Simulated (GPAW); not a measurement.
Wanted: an ASE script for a GPAW 26.7.0 run.

* Task: relaxation of cell and atoms
* Functional: PBEsol
* Potentials or basis: PAW data sets generated in the run's folder for this functional
* Cutoff: 800 eV
* Basis: pw
* k mesh: 9 × 9 × 9
* Occupations: fermi-dirac, width 0.05 eV
* Spin: collinear spin, ferromagnetic start
* Starting moments: [1.0, 0.0] μB
* Target pressure: 5 GPa
* Maxiter: 150
* Optimizer: BFGS
* Fmax: 0.02 eV/Å
* Max steps: 60
* Target pressure: 5 GPa
* Convergence: density=1e-05 forces=0.0001

NiO:

```
Ni O
1.0
     0.00000    2.08590    2.08590
     2.08590    0.00000    2.08590
     2.08590    2.08590    0.00000
Ni O
1 1
Direct
  0.00000 0.00000 0.00000
  0.50000 0.50000 0.50000
```

These files were run (other wordings do the same):

run.py

```python
from ase import Atoms
from ase.filters import FrechetCellFilter
from ase.io import write
from ase.optimize import BFGS
from ase.units import GPa
from gpaw import GPAW, PW, setup_paths

setup_paths.insert(0, '.')

atoms = Atoms(['Ni', 'O'],
              cell=[[0.0, 2.0859016414, 2.0859016414],
                    [2.0859016414, 0.0, 2.0859016414],
                    [2.0859016414, 2.0859016414, 0.0]],
              scaled_positions=[[0.0, 0.0, 0.0],
                                [0.5, 0.5, 0.5]],
              pbc=True)
atoms.set_initial_magnetic_moments([1.0, 0.0])

calc = GPAW(mode=PW(800),
            xc='PBEsol',
            kpts={'size': (9, 9, 9), 'gamma': True},
            occupations={'name': 'fermi-dirac', 'width': 0.05},
            nbands=22,
            convergence={'density': 1e-05, 'forces': 0.0001},
            maxiter=150,
            txt='gpaw.txt')
atoms.calc = calc
opt = BFGS(FrechetCellFilter(atoms, scalar_pressure=5 * GPa), trajectory='relax.traj', logfile='-')
done = opt.run(fmax=0.02, steps=60)
calc.write('gs.gpw')
write('result.traj', atoms)
print('Converged:', done)
print('Cell:', atoms.cell.cellpar().round(4))
print('Volume:', round(atoms.get_volume(), 4))
print(atoms.get_scaled_positions().round(5))
```

Potentials or basis: PAW data sets generated in the run's folder for this functional, pw.

Run with:

```console
$ gpaw-setup -f PBEsol Ni O
$ OMP_NUM_THREADS=1 python run.py
```

It gave:

* Relaxed volume: 8.68 Å³/atom
* Relaxed cell: a = 2.906 Å, b = 2.906 Å, c = 2.906 Å, α = 60.00°, β = 60.00°, γ = 60.00°
* Space group after relaxing (to 0.05 Å): Fm-3m (No. 225)
* Energy change on relaxing (the enthalpy is what falls): -0.6 meV/atom
* Ionic steps: 4
* Pressure after relaxing: 4.9 GPa
* Band gap on the k mesh: none (metal or under the smearing width)
* Net moment: 1.03 μB per cell
* Site moments: Ni +0.88; O +0.11 μB

Caveat: each step starts from the last one's moments, so a moment once lost doesn't come back; the stock nickel data set gives pressures a few GPa off other programs; later steps reuse the first step's grids; a cell with one magnetic atom can't hold antiferromagnetic order, which such compounds often take; semilocal functionals often make such compounds metallic where correlation or magnetic order opens a gap, which also shifts bond lengths.

Run time: 2.3 min on 1 thread of Arm Neoverse V1, on a shared host, peak memory 0.25 GiB.
